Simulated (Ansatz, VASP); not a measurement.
**GaN in VASP and in Ansatz**

```
CELL_PARAMETERS angstrom
0.00000 2.10852 2.10852
2.10852 0.00000 2.10852
2.10852 2.10852 0.00000
ATOMIC_POSITIONS crystal
Ga 0.50000 0.50000 0.50000
N 0.00000 0.00000 0.00000
```

Alike in both runs: task single point; functional LDA; k mesh 10 × 10 × 10; no spin polarisation.

|  | VASP | Ansatz |
| --- | --- | --- |
| version | VASP 6.6.1 | Ansatz 0.2.0 |
| potentials or method | VASP PAW LDA potentials, release 64 (Ga_d, N) | plane waves, PAW |
| plane-wave cutoff (eV) | 520 | 420 |
| occupations | gaussian, width 0.01 eV | fixed |
| valence electrons in the cell | 18 | 18 |

Ansatz gave:

| Quantity | Value |
| --- | --- |
| gap on the k mesh at the Fermi level (eV) | 0.46 |
| pressure (GPa) | -6.1 |

Estimate VASP's values.

gap on the k mesh at the Fermi level (eV): 0.48; pressure (GPa): -4.8.
